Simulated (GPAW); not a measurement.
## GaN: band structure with r4SCAN

**The experiment to reproduce.**

A printed reference work, textbook reports, for a bulk crystal of GaN at 0 K: band gap 3.299 eV (direct).

GaN:

```
CELL_PARAMETERS angstrom
0.00000 2.25350 2.25350
2.25350 0.00000 2.25350
2.25350 2.25350 0.00000
ATOMIC_POSITIONS crystal
Ga 0.00000 0.00000 0.00000
N 0.75000 0.75000 0.75000
```

The cell is a database's computed one.

- Program: GPAW 26.7.0
- Task: band structure
- Functional: r4SCAN
- Potentials or basis: GPAW PAW data sets (gpaw-data 1.2.1)
- Cutoff: 800 eV
- Basis: pw
- k mesh: 10 × 10 × 10
- Occupations: fermi-dirac, width 0.05 eV
- Spin: spin-orbit coupling, no magnetisation
- Maxiter: 150
- Band path: GXWKGLUWLK,UX
- Band points: 60
- spin axis theta (degrees): 0
- spin axis phi (degrees): 0
- Soc after scf: second variation without the xc potential

```yaml
Pressure: 4.0 GPa
Band_gap_on_the_k_mesh: 2.24 eV, direct
Band_gap_along_the_path: 2.24 eV, direct
```

Levels at the corners of the path, in eV from the valence-band top:
```csv
point,band 6,band 7,band 8,band 9,band 10,band 11
Γ,0.00,0.00,0.00,2.24,2.24,10.81
X,-2.77,-2.72,-2.72,3.81,3.81,7.29
W,-3.87,-3.67,-3.61,6.80,6.81,9.22
K,-4.33,-2.22,-2.21,5.52,5.53,8.63
Γ,0.00,0.00,0.00,2.24,2.24,10.81
L,-1.01,-0.97,-0.97,5.24,5.24,9.55
U,-4.33,-2.22,-2.21,5.52,5.53,8.63
W,-3.87,-3.67,-3.61,6.80,6.81,9.22
L,-1.01,-0.97,-0.97,5.24,5.24,9.55
K,-4.33,-2.22,-2.21,5.52,5.53,8.63
U,-4.33,-2.22,-2.21,5.52,5.53,8.63
X,-2.77,-2.72,-2.72,3.81,3.81,7.29
```

It took 83 s on 1 thread of Arm Neoverse V1, on a shared host, peak memory 0.29 GiB.

A measured gap of GaN is 3.299 eV (direct; 0 K; a printed reference work, textbook); the calculated 2.24 eV misses it by -1.05 eV. The value is that of r4SCAN, without temperature or zero-point motion. The cell is a database's relaxed one, not the measured one, which moves gaps too.

Caveat: spin-orbit coupling was added after a scalar SCF, so levels and gaps hold it while energy, forces, pressure and moments don't; this program's spin-orbit splittings come out too wide for heavy elements; the PAW data sets were made with another functional, which shifts forces and pressure a little.
